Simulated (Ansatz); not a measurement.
A calculation with Ansatz 0.2.0 of Cr (native input, structure typed inline):

input.yaml

```yaml
crystal:
  lattice:
    - [-1.50398415, 1.50398415, 1.50398415]
    - [1.50398415, -1.50398415, 1.50398415]
    - [1.50398415, 1.50398415, -1.50398415]
  atoms:
    - { symbol: Cr, position: [0.0, 0.0, 0.0], spin: -1.62 }
hamiltonian:
  xc: revpbe
  pseudopotentials: { kind: paw }
  dispersion: d4
magnetization:
  spin_polarized: true
kpoints:
  mp_grid: { grid: [12, 12, 12] }
  band_path:
    path:
      - [[0.0, 0.0, 0.0], [0.5, -0.5, 0.5], [0.0, 0.0, 0.5], [0.0, 0.0, 0.0], [0.25, 0.25, 0.25], [0.5, -0.5, 0.5]]
      - [[0.25, 0.25, 0.25], [0.0, 0.0, 0.5]]
    npoints: 14
scf:
  occupations: { method: fermi_dirac, width: 0.05 }
  n_extra_bands: 6
output:
  forces: true
  stress: true
  eigenvalues: true
  fatbands: true
```

Potentials or basis: Ansatz PAW.

The run is started by

```console
$ ansatz run input.yaml --threads 2 --pin off --max-ram 5120MiB --backend cpu --events-out ev --progress --plain --runs-dir out
```

The cell isn't the ideal one: volume scaled by 1.04.

Q: Write the same calculation in another form: ASE script, structure from a CIF.

A: As run:

The input run.py:

```python
import json

import ase.io
import numpy as np
import spglib

import ansatz as az

atoms = ase.io.read("Cr.cif")
cell, frac, numbers = spglib.find_primitive((atoms.cell[:], atoms.get_scaled_positions(), atoms.numbers), symprec=1e-5)
atoms = ase.Atoms(numbers, cell=cell, scaled_positions=frac, pbc=True)
atoms.set_initial_magnetic_moments([-1.62])

calculation = (
    az.Crystal.from_ase(atoms)
    .calculation()
    .kpoints(12, 12, 12)
    .functional("revpbe", dispersion="d4")
    .pseudopotentials(kind="paw")
    .spin("collinear")
    .scf(extra_bands=6)
    .occupations(method="fermi_dirac", width=0.05)
    .band_structure(path=(((0.0, 0.0, 0.0), (0.5, -0.5, 0.5), (0.0, 0.0, 0.5), (0.0, 0.0, 0.0), (0.25, 0.25,
        0.25), (0.5, -0.5, 0.5)), ((0.25, 0.25, 0.25), (0.0, 0.0, 0.5))), intervals=14)
    .density()
    .potential()
    .output_files(volumetric_format="npy")
    .fat_bands()
    .electron_localization_function()
    .forces()
    .stress()
    .band_table(publish=True)
)
outcome = calculation.run(threads=2, events_out="events.jsonl")

report = outcome.report
for line in open("events.jsonl"):
    event = json.loads(line)
    if event["event"] == "scf_iter":
        d = event["data"]
        print(f"SCF {d['iter']:3d}  HF = {d['harris_foulkes_ev']:.6f} eV  dr2 = {d['dr2_ev']:.2e} eV")
    elif event["event"] in ("relax_step", "md_step"):
        d = event["data"]
        print(f"{event['event']} {d['step']:3d}  E = {d['lagrangian_ev']:.6f} eV")
np.set_printoptions(precision=5, suppress=True, linewidth=110)
print("converged:", report["converged"], "after", report["n_iterations"], "iterations")
print(f"free energy {report['free_energy_ev']:.6f} eV, Fermi level {report['fermi_energy_ev']:.4f} eV")
for key in ("band_edges_ev", "magnetization_mub", "site_moments_mub", "site_moments_nc_mub", "forces_ev_ang",
                "stress_gpa", "kpoints_frac", "eigenvalues_ev"):
    if report.get(key) is not None:
        print(key, np.array(report[key]), sep="\n")
```

Cr.cif

```cif
data_Cr
_cell_length_a 3.00796830
_cell_length_b 3.00796830
_cell_length_c 3.00796830
_cell_angle_alpha 90.00000000
_cell_angle_beta 90.00000000
_cell_angle_gamma 90.00000000
_space_group_name_H-M_alt 'Im-3m'
_space_group_name_Hall '-I 4 2 3'
_space_group_IT_number 229
loop_
_space_group_symop_operation_xyz
'x,y,z'
'-x,-y,-z'
'-y,x,z'
'y,-x,-z'
'-x,-y,z'
'x,y,-z'
'y,-x,z'
'-y,x,-z'
'x,-y,-z'
'-x,y,z'
'-y,-x,-z'
'y,x,z'
'-x,y,-z'
'x,-y,z'
'y,x,-z'
'-y,-x,z'
'z,x,y'
'-z,-x,-y'
'z,-y,x'
'-z,y,-x'
'z,-x,-y'
'-z,x,y'
'z,y,-x'
'-z,-y,x'
'-z,x,-y'
'z,-x,y'
'-z,-y,-x'
'z,y,x'
'-z,-x,y'
'z,x,-y'
'-z,y,x'
'z,-y,-x'
'y,z,x'
'-y,-z,-x'
'x,z,-y'
'-x,-z,y'
'-y,z,-x'
'y,-z,x'
'-x,z,y'
'x,-z,-y'
'-y,-z,x'
'y,z,-x'
'-x,-z,-y'
'x,z,y'
'y,-z,-x'
'-y,z,x'
'x,-z,y'
'-x,z,-y'
'x+1/2,y+1/2,z+1/2'
'-x+1/2,-y+1/2,-z+1/2'
'-y+1/2,x+1/2,z+1/2'
'y+1/2,-x+1/2,-z+1/2'
'-x+1/2,-y+1/2,z+1/2'
'x+1/2,y+1/2,-z+1/2'
'y+1/2,-x+1/2,z+1/2'
'-y+1/2,x+1/2,-z+1/2'
'x+1/2,-y+1/2,-z+1/2'
'-x+1/2,y+1/2,z+1/2'
'-y+1/2,-x+1/2,-z+1/2'
'y+1/2,x+1/2,z+1/2'
'-x+1/2,y+1/2,-z+1/2'
'x+1/2,-y+1/2,z+1/2'
'y+1/2,x+1/2,-z+1/2'
'-y+1/2,-x+1/2,z+1/2'
'z+1/2,x+1/2,y+1/2'
'-z+1/2,-x+1/2,-y+1/2'
'z+1/2,-y+1/2,x+1/2'
'-z+1/2,y+1/2,-x+1/2'
'z+1/2,-x+1/2,-y+1/2'
'-z+1/2,x+1/2,y+1/2'
'z+1/2,y+1/2,-x+1/2'
'-z+1/2,-y+1/2,x+1/2'
'-z+1/2,x+1/2,-y+1/2'
'z+1/2,-x+1/2,y+1/2'
'-z+1/2,-y+1/2,-x+1/2'
'z+1/2,y+1/2,x+1/2'
'-z+1/2,-x+1/2,y+1/2'
'z+1/2,x+1/2,-y+1/2'
'-z+1/2,y+1/2,x+1/2'
'z+1/2,-y+1/2,-x+1/2'
'y+1/2,z+1/2,x+1/2'
'-y+1/2,-z+1/2,-x+1/2'
'x+1/2,z+1/2,-y+1/2'
'-x+1/2,-z+1/2,y+1/2'
'-y+1/2,z+1/2,-x+1/2'
'y+1/2,-z+1/2,x+1/2'
'-x+1/2,z+1/2,y+1/2'
'x+1/2,-z+1/2,-y+1/2'
'-y+1/2,-z+1/2,x+1/2'
'y+1/2,z+1/2,-x+1/2'
'-x+1/2,-z+1/2,-y+1/2'
'x+1/2,z+1/2,y+1/2'
'y+1/2,-z+1/2,-x+1/2'
'-y+1/2,z+1/2,x+1/2'
'x+1/2,-z+1/2,y+1/2'
'-x+1/2,z+1/2,-y+1/2'
loop_
_atom_site_label
_atom_site_type_symbol
_atom_site_symmetry_multiplicity
_atom_site_Wyckoff_symbol
_atom_site_fract_x
_atom_site_fract_y
_atom_site_fract_z
_atom_site_occupancy
Cr1 Cr 2 a 0.0000000000 0.0000000000 0.0000000000 1
```

Potentials or basis: Ansatz PAW.

Launch:

```console
$ python run.py
```

Both were run:

|  | native input, structure typed inline | ASE script, structure from a CIF |
| --- | --- | --- |
| Pressure | -34.3 GPa | -34.3 GPa |
| Band gap on the k mesh | none (metal or under the smearing width) | none (metal or under the smearing width) |
| Net moment | 0.00 μB per cell | 0.00 μB per cell |
| Absolute moment | 0.00 μB per cell | 0.00 μB per cell |

Keys that steer only the numerical path or the files written may differ.

Caveat: the potentials were made for another functional, which shifts forces and pressure; the starting moments collapsed, and a magnetic state may lie lower; pairwise dispersion overbinds metals, which lowers pressure and volume; the starting moments weren't kept.
